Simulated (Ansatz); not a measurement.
Start from LiH in the rock salt structure (space group Fm-3m, No. 225).

Levels (all Ansatz, an electronic-structure program, PAW): PBE (420 eV, no spin-orbit coupling); r2SCAN (500 eV, scalar-relativistic without spin-orbit coupling).

Levels that relaxed their own cell: PBE and r2SCAN.

Measured: band gap 4.992 eV (0 K or low temperature; as listed in V.G Plekhanov, N.V Plekhanov, Physics Letters A (2003)).

Knowing the measured values, estimate what each level computes.


| level | band gap |
|---|---|
| PBE | 2.98 eV |
| r2SCAN | 3.63 eV |

Computed minus measured — band gap: PBE -2.01 eV, r2SCAN -1.36 eV (closest: r2SCAN). Measured values not marked as corrected hold thermal and zero-point effects that the static-lattice runs lack. A measured gap can be an optical one, lowered by exciton binding.

Whether these cells are dynamically stable was not tested.
